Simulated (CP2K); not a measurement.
Runs of CP2K 2026.2 on SiO2. Symmetry: I4/mmm, No. 139, tetragonal system. Conventional cell: a = 8.944 Å, b = 8.944 Å, c = 5.224 Å, α = 90.00°, β = 90.00°, γ = 90.00°. Around Si (site symmetry m2m) lie 4 O at 1.60 to 1.61 Å. O (site symmetry m2m) has 2 Si at 1.61 Å as nearest neighbours. O (site symmetry 2/m) has 2 Si at 1.60 Å as nearest neighbours. The cell comes from a database or a generator and needn't be the stable form of this composition.

```csv
level,cutoff of the non-local correlation (Ry),gap on the mesh (eV),pressure (GPa),largest force (eV/Å)
BEEF-vdW,300,(c),1.6,0.14
LDA,-,7.16,(d),(b)
AM05,-,7.50,3.9,0.26
r2SCAN,-,7.94,(a),0.14
PBEsol,-,7.37,3.4,0.22
```

Alike in all rows: task atomic charges; potentials or basis POTENTIAL_UZH Si GTH-PBE-q4, O GTH-PBE-q6; DZVP-MOLOPT-PBE-GTH basis; no spin polarisation; cell as given; k mesh 5 × 5 × 5; smearing fermi-dirac 0.05 eV.

Problem. Estimate the missing entries.

Solution. (a) 0.8; (b) 0.20; (c) 6.85; (d) 3.1.

Caveats: the potentials were made for another functional, which shifts forces and pressure; an odd mesh through Γ misses points on the zone boundary, where band edges often lie; the basis of atomic orbitals isn't converged, which shifts pressures, moduli and gaps.

Runs at the PBE level aren't shown here.
